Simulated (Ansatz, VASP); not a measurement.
# One calculation of BiS, two programs

```
Bi S
1.0
     4.00294    0.00000    0.00000
     0.00000    4.00294    0.00000
     0.00000    0.00000    4.00294
Bi S
1 1
Direct
  0.50000 0.50000 0.50000
  0.00000 0.00000 0.00000
```

The cell was built by a generator and needn't be a form met in nature.

Alike in both runs: task single point; functional PBE; k mesh 7 × 7 × 7; occupations gaussian, width 0.03 eV; no spin polarisation.

```csv
,VASP,Ansatz
version,VASP 6.6.1,Ansatz 0.2.0
potentials or method,"VASP PAW PBE potentials, release 64 (Bi_d, S)",Ansatz PAW
plane-wave cutoff (eV),520,420
valence electrons in the cell,21,21
```

|  | VASP | Ansatz | Ansatz less VASP |
| --- | --- | --- | --- |
| gap on the k mesh at the Fermi level (eV) | none | none | - |
| pressure (GPa) | -11.0 | -10.9 | +0.06 |

A gap of «none» marks a metal or a gap that the smearing closes.

Caveats: spin-orbit coupling is left out, which moves the levels of the heavy elements.
